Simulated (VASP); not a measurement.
WS2, 3 atoms in the cell. The cell holds a slab with vacuum, 3 atoms: a = 3.184 Å, b = 3.184 Å, c = 16.951 Å, α = 90.00°, β = 90.00°, γ = 120.00°. 

| Quantity | Value |
| --- | --- |
| Program | VASP 6.6.1 |
| Task | single point |
| Functional | PBE |
| Dispersion | D3(BJ) |
| Potentials or basis | VASP PAW PBE potentials, release 64 (W_sv, S) |
| Cutoff | 520 eV |
| k mesh | 12 × 12 × 2 |
| Occupations | gaussian, width 0.05 eV |
| Spin | no spin polarisation |
| Dipole correction | no |
| Further INCAR settings | ALGO = Fast; EDIFF = 1e-06; NBANDS = 20 |

Potentials or basis: VASP PAW PBE potentials, release 64 (W_sv, S).

Command:

```console
$ cat potpaw_PBE.64/W_sv/POTCAR potpaw_PBE.64/S/POTCAR > POTCAR
$ mpirun -np 1 vasp_std > vasp.out
```

Hardware: 1 thread of Intel(R) Xeon(R) Platinum 8488C (Sapphire Rapids), on a shared host.

Task: How long does it take, and how much memory?

Result: Run time: 78 s on 1 thread of Intel(R) Xeon(R) Platinum 8488C (Sapphire Rapids) (shared host), peak memory 0.32 GiB. Counts: scf iterations 21, k points 38.
